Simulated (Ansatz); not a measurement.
A series in volume scale on Re

Plane-wave DFT, scalar-relativistic PAW made under PBE with cores redone for the functional, no dispersion; the given relaxed cell is scaled uniformly, energy at zero smearing counts from the unscaled cell, pressure at the given Fermi-Dirac smearing is positive in compression. The results are calculated, by Ansatz 0.2.0.

The cell before it is scaled or strained (space group Fd-3m, No. 227):
```
Re
1.0
      0.0000     2.8389     2.8389
      2.8389     0.0000     2.8389
      2.8389     2.8389     0.0000
Re
2
Direct
  0.12500 0.12500 0.12500
  0.87500 0.87500 0.87500
```

Settings of every row: spin polarised no; functional RPBE; wave cutoff 420 eV; smearing width 0.1 eV; k mesh 11x11x11.

Atom starting moment: 0 on all atoms.

Limits: no spin-orbit coupling, which can matter with elements this heavy; the cell comes from a prototype or a list of computed structures and needn't be the stable phase.

```
row  volume scale  V (Å³/atom)  energy change per atom (meV)  pressure (GPa)
  1          0.88       20.134                        216.43           28.48
  2          0.92       21.049                         88.49           16.91
  3          0.96       21.965                             ?               ?
  4          1.04       23.795                         18.95           -6.18
  5          1.08        24.71                         69.59          -11.16
  6          1.12       25.625                        145.84          -15.17
```

Question: what energy change per atom and pressure should row 3 give?

Worked fit of energy change per atom. Take u = (V_r/V)^(2/3) − 1 with V_r = 23.795 Å³ an atom, which is twice the finite (Eulerian) strain; such expansions in the strain, on which the Birch-Murnaghan equation of state is built, carry the rest volume and the bulk modulus. The shown rows have u = 0.11782, 0.08518, 0, -0.02484, -0.0482. Least squares give energy change per atom = 18.692 − 1390.503 × u + 26022.21 × u² meV; a straight line predicts inner rows, each left out in turn, worse (root mean square 73 against 0.78 meV). The rows lie off it by 0.34, -0.57, 0.26, 0.30, -0.33 (root mean square 0.38 meV). Its lowest point lies at u = 0.0267, or V = 22.87 Å³ an atom, and the curvature there gives the bulk modulus at fixed shape and fractions, B = (4/9)(1 + u)² E″(u)/V = 171 GPa. The withheld row has u = 0.0548, so the fit gives 18.692 − 1390.503 × (0.0548) + 26022.21 × (0.0548)² = 20.64 meV.

The calculation gave 20.13 meV. The fit lies 0.51 meV (2.5 % of the value, 0.26 % of the column's range) above it; its largest miss of a shown row is 0.57 meV.

Worked fit of pressure. Take u = (V_r/V)^(2/3) − 1 with V_r = 23.795 Å³ an atom, which is twice the finite (Eulerian) strain; such expansions in the strain, on which the Birch-Murnaghan equation of state is built, carry the rest volume and the bulk modulus. The shown rows have u = 0.11782, 0.08518, 0, -0.02484, -0.0482. Least squares give pressure = −6.225 + 216.431 × u + 659.48 × u² GPa; a straight line predicts inner rows, each left out in turn, worse (root mean square 1.9 against 0.12 GPa). The rows lie off it by 0.05, -0.09, 0.04, 0.03, -0.05 (root mean square 0.056 GPa). The pressure vanishes at u = 0.0266, or V = 22.88 Å³ an atom, and there the bulk modulus at fixed shape and fractions is B = −V dP/dV = (2/3)(1 + u) dP/du = 172 GPa. The withheld row has u = 0.0548, so the fit gives −6.225 + 216.431 × (0.0548) + 659.48 × (0.0548)² = 7.62 GPa.

The calculation gave 7.55 GPa. The fit lies 0.07 GPa (0.16 % of the column's range) above it; its largest miss of a shown row is 0.09 GPa.
